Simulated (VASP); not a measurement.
SiC:

```
Si C
1.0
     0.00000    2.11927    2.11927
     2.11927    0.00000    2.11927
     2.11927    2.11927    0.00000
Si C
1 1
Direct
  0.00000 0.00000 0.00000
  0.50000 0.50000 0.50000
```

The cell was built by a generator and needn't be a form met in nature.

* Program: VASP 6.6.1
* Task: relaxation of cell and atoms
* Functional: PBE
* Potentials or basis: VASP PAW PBE potentials, release 64 (Si, C)
* Cutoff: 600 eV
* k mesh: 12 × 12 × 12
* Occupations: gaussian, width 0.03 eV
* Spin: no spin polarisation

At the start: pressure -23.7 GPa; volume 9.52 Å³/atom.

Question: How do energy, volume and symmetry change on relaxing?

Answer: Over 3 steps the energy falls by 99.7 meV/atom and the volume is 8.35 Å³/atom (-12.3 %); space group Fm-3m (No. 225, to 0.05 Å).

Step by step:
| step | energy change (eV) | largest force (eV/Å) | pressure (GPa) | volume (Å³) |
| --- | --- | --- | --- | --- |
| 1 | 0.0000 | 0.0000 | -23.72 | 19.04 |
| 2 | -0.1120 | 0.0000 | 23.03 | 15.41 |
| 3 | -0.1994 | 0.0000 | 0.05 | 16.70 |

Final structure:
```cif
data_structure
_symmetry_space_group_name_H-M 'P 1'
_symmetry_Int_Tables_number 1
_cell_length_a 2.8690
_cell_length_b 2.8690
_cell_length_c 2.8690
_cell_angle_alpha 60.000
_cell_angle_beta 60.000
_cell_angle_gamma 60.000
_cell_volume 16.70
loop_
_atom_site_label
_atom_site_type_symbol
_atom_site_fract_x
_atom_site_fract_y
_atom_site_fract_z
_atom_site_occupancy
Si1 Si 0.00000 0.00000 0.00000 1
C1 C 0.50000 0.50000 0.50000 1
```
